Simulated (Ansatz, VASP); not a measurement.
# Two plane-wave programs on AlN

The input INCAR:

```
SYSTEM = AlN
ALGO     = Normal         ! electronic algorithm
EDIFF    = 1E-6           ! SCF threshold, eV
ENCUT    = 520            ! plane-wave cutoff, eV
GGA      = PE             ! functional
ISIF     = 2              ! what is computed and relaxed
ISMEAR   = 0              ! smearing method
LASPH    = .TRUE.         ! aspherical terms in the spheres
LCHARG   = .FALSE.        ! write CHGCAR
LREAL    = .FALSE.        ! projectors in reciprocal space
LWAVE    = .FALSE.        ! write WAVECAR
NBANDS   = 11             ! bands
NELM     = 60             ! most SCF steps
PREC     = Accurate       ! precision mode
SIGMA    = 0.05           ! smearing width, eV
```

Contents of KPOINTS:

```
k-points
0
G
  10 10 10
  0 0 0
```

POSCAR

```
AlN
1.0
    0.0000000000      2.0040002300      2.0040002300
    2.0040002300      0.0000000000      2.0040002300
    2.0040002300      2.0040002300      0.0000000000
Al N
1 1
Direct
    0.5000000000      0.5000000000      0.5000000000
    0.0000000000      0.0000000000      0.0000000000
```

Input for Ansatz:

```yaml
crystal:
  lattice:
    - [0.0, 2.00400023, 2.00400023]
    - [2.00400023, 0.0, 2.00400023]
    - [2.00400023, 2.00400023, 0.0]
  atoms:
    - { symbol: Al, position: [0.5, 0.5, 0.5] }
    - { symbol: "N", position: [0.0, 0.0, 0.0] }
basis:
  ecutwfc: 420
kpoints:
  mp_grid: { grid: [10, 10, 10] }
hamiltonian:
  xc: pbe
scf:
  occupations: { method: gaussian, width: 0.05 }
output:
  forces: true
  stress: true
  eigenvalues: true
  write_density: true
  write_potential: true
  elf: true
  volumetric_format: npy
```

Change from the starting cell: strain -0.015 along x and y, -0.015 along z, atoms carried along.

Alike in both runs: task single point; functional PBE; k mesh 10 × 10 × 10; occupations gaussian, width 0.05 eV; no spin polarisation.

|  | VASP | Ansatz |
| --- | --- | --- |
| version | VASP 6.6.1 | Ansatz 0.2.0 |
| potentials or method | VASP PAW PBE potentials, release 64 (Al, N) | scalar-relativistic, plane waves, PAW |
| plane-wave cutoff (eV) | 520 | 420 |
| valence electrons in the cell | 8 | 8 |

VASP gave:

```
gap on the k mesh at the Fermi level (eV) : 4.86
least direct gap on the mesh (eV)         : 6.06
pressure (GPa)                            : 12.5
```

Which values does Ansatz return?

gap on the k mesh at the Fermi level (eV): 4.89; least direct gap on the mesh (eV): 6.05; pressure (GPa): 12.8.

With one functional, cell and mesh, what is left measures potentials, basis and numerics.

A k mesh can miss the band edges.
